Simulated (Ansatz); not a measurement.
## Te2Mo under changes of volume

One of the cells (25.303 Å³/atom); the others are scaled copies at fixed shape and fractional positions:

```
Te Mo
1.0
     6.33000    0.00000    0.00000
     0.00000    3.46900    0.00000
    -0.94679    0.00000   13.82762
Te Mo
8 4
Cartesian
  5.4013 2.6018 8.3588
  -0.0181 0.8672 5.4688
  4.9099 0.8672 11.7728
  0.4733 2.6018 2.0548
  1.7550 2.6018 12.3826
  3.6282 0.8672 1.4450
  2.1916 0.8672 8.9658
  3.1917 2.6018 4.8618
  4.2299 2.6018 13.7253
  1.1533 0.8672 0.1023
  3.8493 0.8672 6.8225
  1.5339 2.6018 7.0051
```

- Program: Ansatz 0.2.0
- Functional: BLYP
- Potentials or basis: Ansatz PAW
- Cutoff: 420 eV (not typed: the program's choice for these potentials)
- k mesh: 4 × 8 × 2
- Occupations: fermi-dirac, width 0.05 eV
- Spin: no spin polarisation

| volume (Å³/atom) | energy over the lowest point (meV/atom) | pressure (GPa) | largest force (eV/Å) |
| --- | --- | --- | --- |
| 23.785 | ? | ? | ? |
| 24.291 | 121.55 | 13.7 | 1.166 |
| 24.797 | 82.64 | 11.0 | 0.822 |
| 25.303 | 51.77 | 8.6 | 0.504 |
| 25.809 | 28.17 | 6.4 | 0.251 |
| 26.315 | 11.13 | 4.4 | 0.237 |
| 26.821 | 0.00 | 2.6 | 0.348 |

Question: What does the run at 23.785 Å³/atom give?

Answer: Energy over the lowest point 169.40 meV/atom; pressure 16.7 GPa; largest force 1.540 eV/Å.

Worked out: A Birch-Murnaghan fit of order 3 (a polynomial in V^(-2/3)) to the other rows has no minimum within the range. It gives 169.40 meV/atom at 23.785 Å³/atom, against the run's 169.40, and -dE/dV = 16.7 GPa, against 16.7.

Energies are extrapolated to zero smearing.

Caveats: the PAW data sets come from PBE, with cores solved anew for the run's functional, which leaves a small shift of forces and pressure; forces of over 1 eV/Å show positions far from the minimum, so gaps and moduli don't describe the material at rest (some runs); this functional lacks dispersion, which binds the layers, so the pressure and a relaxed spacing across them are unreliable (some runs).
